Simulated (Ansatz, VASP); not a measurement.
# One calculation of BaTiO3, two programs

Contents of INCAR:

```
ALGO = Normal
EDIFF = 1E-6
ENCUT = 520
GGA = PS
ISIF = 2
ISMEAR = 0
LASPH = True
LCHARG = False
LREAL = False
LWAVE = False
NBANDS = 28
NELM = 80
PREC = Accurate
SIGMA = 0.01
```

Contents of KPOINTS:

```
k-points
0
Gamma
  6 6 6
```

The input POSCAR:

```
BaTiO3
1.0
    2.9008373373      1.6747992141      2.3786382617
   -2.9008373373      1.6747992141      2.3786382617
    0.0000000000     -3.3495984282      2.3786382617
Ba Ti O
1 1 3
Direct
    0.0000000000      0.0000000000      0.0000000000
    0.4845000000      0.4845000000      0.4845000000
    0.5086000000      0.5086000000      0.0175000000
    0.0175000000      0.5086000000      0.5086000000
    0.5086000000      0.0175000000      0.5086000000
```

Input for Ansatz:

```yaml
crystal:
  lattice:
    - [2.9008373373220997, 1.6747992141091081, 2.3786382616991046]
    - [-2.9008373373220997, 1.6747992141091081, 2.3786382616991046]
    - [0.0, -3.3495984282182163, 2.3786382616991046]
  atoms:
    - { symbol: Ba, position: [0.0, 0.0, 0.0] }
    - { symbol: Ti, position: [0.4845, 0.4845, 0.4845] }
    - { symbol: O, position: [0.5086, 0.5086, 0.0175] }
    - { symbol: O, position: [0.0175, 0.5086, 0.5086] }
    - { symbol: O, position: [0.5086, 0.0175, 0.5086] }
basis:
  ecutwfc: 420.0
kpoints:
  mp_grid:
    grid: [6, 6, 6]
hamiltonian:
  xc: pbesol
  pseudopotentials:
    kind: paw
scf:
  occupations:
    method: fixed
output:
  stress: true
```

Alike in both runs: task single point; functional PBEsol; k mesh 6 × 6 × 6; no spin polarisation.

|  | VASP | Ansatz |
| --- | --- | --- |
| version | VASP 6.6.1 | Ansatz 0.2.0 |
| potentials or method | VASP PAW PBE potentials, release 64 (Ba_sv, Ti_sv, O) | plane waves, PAW |
| plane-wave cutoff (eV) | 520 | 420 |
| occupations | gaussian, width 0.01 eV | fixed |
| valence electrons in the cell | 40 | 40 |

|  | VASP | Ansatz | Ansatz less VASP |
| --- | --- | --- | --- |
| pressure (GPa) | -10.7 | -12.1 | -1.39 |
| largest component of the traceless stress (GPa) | 0.39 | 0.42 | +0.036 |

Caveats: the PAW data sets were made with another functional, which shifts forces and pressure a little (VASP); spin-orbit coupling is left out, which moves the levels of the heavy elements. PBEsol gaps usually lie below the measured ones, often by a third to a half. A k mesh can miss the band edges.
